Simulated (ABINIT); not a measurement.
Crystal: AlAu.

```
Au Al
1.0
     3.22394    0.00000    0.00000
     0.00000    3.22394    0.00000
     0.00000    0.00000    3.22394
Au Al
1 1
Direct
  0.50000 0.50000 0.50000
  0.00000 0.00000 0.00000
```

The cell comes from a database or a generator and needn't be the stable form of this composition.

```yaml
Program: ABINIT 10.8.3 (patched build)
Task: phonon dispersion
Functional: LDA
Potentials_or_basis: PseudoDojo NC SR LDA v0.4.1 standard
Cutoff: 952 eV
k_mesh: 8 × 8 × 8
Occupations: cold (ABINIT), width 0.2 eV
Spin: no spin polarisation
Stop_of_the_response_cycle_tolvrs: 1e-09
q_mesh: 2 × 2 × 2
Acoustic_sum_rule_asr: 1
```

Is this structure dynamically stable at this level, and how far does the spectrum reach?

No: the interpolated spectrum has imaginary modes, down to 43i cm⁻¹ near M. The highest frequency is 251 cm⁻¹.

Phonon frequencies at the corners of the path (cm⁻¹, interpolated; i marks imaginary ones):
```
point              frequencies
    Γ        0 0 0 102 102 102
    X   24i 24i 56 130 130 251
    M  43i 43i 41i 120 198 198
    R     54 54 54 191 191 191
```

Phonon states per cell in windows of 20 cm⁻¹ (negative: imaginary):
```
from (cm⁻¹)  total
        -60   0.01
        -40   1.28
        -20   0.58
          0   0.40
         20   0.48
         40   0.19
         60   0.00
         80   0.00
        100   0.14
        120   0.64
        140   0.50
        160   0.43
        180   0.81
        200   0.30
        220   0.16
        240   0.02
```

A q mesh this small can miss soft modes between its points.

Caveat: some modes are imaginary; the cell is more than 3 GPa from zero pressure, which shifts response properties; the q mesh is small, so phonon branches between its points and thermal values are rough.
